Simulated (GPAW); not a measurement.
# Si2W in GPAW: the effect of volume over the given one

Crystal: Si2W.

```
W Si
1.0
    -1.60690    1.60690    3.91495
     1.60690   -1.60690    3.91495
     1.60690    1.60690   -3.91495
W Si
1 2
Direct
  0.00000 0.00000 0.00000
  0.66530 0.66530 0.00000
  0.33470 0.33470 0.00000
```

Alike in all runs:

```yaml
Program: GPAW 26.7.0
Task: phonons
Functional: RPBE
Potentials_or_basis: the program's PAW data sets (release 1.2.1) made for this functional
Cutoff: 510 eV
Basis: pw
k_mesh: 7 × 7 × 7
Occupations: fermi-dirac, width 0.05 eV
Spin: no spin polarisation
```

Each run relaxes the cell or the atoms first.

```tsv
volume over the given one	pressure (GPa)	highest phonon frequency (cm⁻¹)
1	6.8	459
0.96	?	?
1.04	-1.9	434
0.92	31.0	517
1.08	-9.0	411
0.88	47.6	549
```

Question: What does the run with volume over the given one 0.96 give?

Answer: Pressure 17.7 GPa; highest phonon frequency 487 cm⁻¹.

Worked out: A parabola through the other rows of the pressure, of slope -310 GPa per unit of volume over the given one there, gives 17.9 GPa, against the run's 17.7. A parabola through the other rows of the highest phonon frequency, of slope -720 cm⁻¹ per unit of volume over the given one there, gives 487 cm⁻¹, against the run's 487.

Caveats: all runs use coarse meshes; the cutoff is short for stress and forces, so pressures can be off by a GPa or more; the cell is more than 3 GPa from zero pressure, which shifts response properties (some runs).

Runs at the PBE level aren't shown here.
